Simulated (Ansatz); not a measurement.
**Density of states of F**

```
F
1.0
     2.75000   -1.64000    0.00000
     2.75000    1.64000    0.00000
    -1.53472    0.00000    7.11639
F
4
Direct
  0.96800 0.60200 0.09970
  0.39800 0.03200 0.40030
  0.03200 0.39800 0.90030
  0.60200 0.96800 0.59970
```

The geometry is COD entry 9012106, unchecked; take it as a test cell.

All numbers below come from DFT, PBE, all-electron LAPW, scalar-relativistic in Ansatz 0.2.0.

The runs use a Γ-centred 9×9×4 k mesh, Fermi–Dirac smearing of 0.02 eV, basis error target 1 meV/atom, no spin polarisation.

States per eV and cell, averaged over 0.6 eV, from -6.4 to 3.0 eV, with energies (bin centres) from the valence-band top; empty bins are left out. The partial columns, the largest 2 alone, are projections on Löwdin-orthogonalised atomic shells (those that the program's projection atoms carry: the occupied ones and, for some elements, an empty d or f shell; other empty shells have no column), summed over atoms of an element. Weights on diffuse s and p shells depend on that basis and aren't pure angular character.

```tsv
E (eV)	total	F 2p	F 2s
-6.2	0.84	0.79	0.05
-5.6	5.83	5.42	0.37
-3.8	0.82	0.82	0.00
-3.2	8.18	8.16	0.01
-2.6	4.33	4.33	0.00
-0.8	2.26	2.26	0.00
-0.2	11.07	11.06	0.00
2.2	2.94	2.82	0.11
2.8	3.73	3.60	0.12
```

(1) Which of the resolved shells contributes most in the top eV of the valence band?

## Answers

(1) F 2p, with 100 % of all states there; F 2s follows with 0 %.
